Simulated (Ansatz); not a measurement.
**Response of In to small distortions**

```yaml
crystal:
  lattice:
    - [-1.69471, 1.69471, 2.29737]
    - [1.69471, -1.69471, 2.29737]
    - [1.69471, 1.69471, -2.29737]
  atoms:
    - { symbol: In, position: [0.00000, 0.00000, 0.00000] }
```

The cell is the one relaxed in the Materials Project (mp-85), not relaxed further here; entries there can be hypothetical.

Spin–orbit coupling is left out, though it moves levels of the heavy atoms by tenths of an eV or more.

Computed with DFT, PBE, all-electron PAW with datasets made for the crystal, scalar-relativistic in Ansatz 0.2.0.

Settings: a Γ-centred 17×17×17 k mesh, Fermi–Dirac smearing of 0.03 eV, cutoff 240 eV (chosen by the program for this cell), no spin polarisation.

The unchanged cell is at 1.59 GPa.

In a metal, stresses and small energies carry noise from the k mesh.

x, y and z are the Cartesian axes of the cell as listed; fractional coordinates follow a strain, and an engineering shear is twice the off-diagonal strain component.

**Question.** With this change (z strained by +4 % at fixed volume), what becomes of the energy and stress?

**Answer.** Energy change under 1 meV/atom; stress change (xx, yy, zz, yz, xz, xy) 0.03, 0.03, 0.29, 0.00, 0.00, 0.00 GPa, compression positive.

**Question.** With this change (xy engineering shear strain of +2 %), what becomes of the energy and stress?

**Answer.** Energy change under 1 meV/atom; stress change (xx, yy, zz, yz, xz, xy) -0.01, -0.01, 0.05, 0.00, 0.00, -0.24 GPa, compression positive.
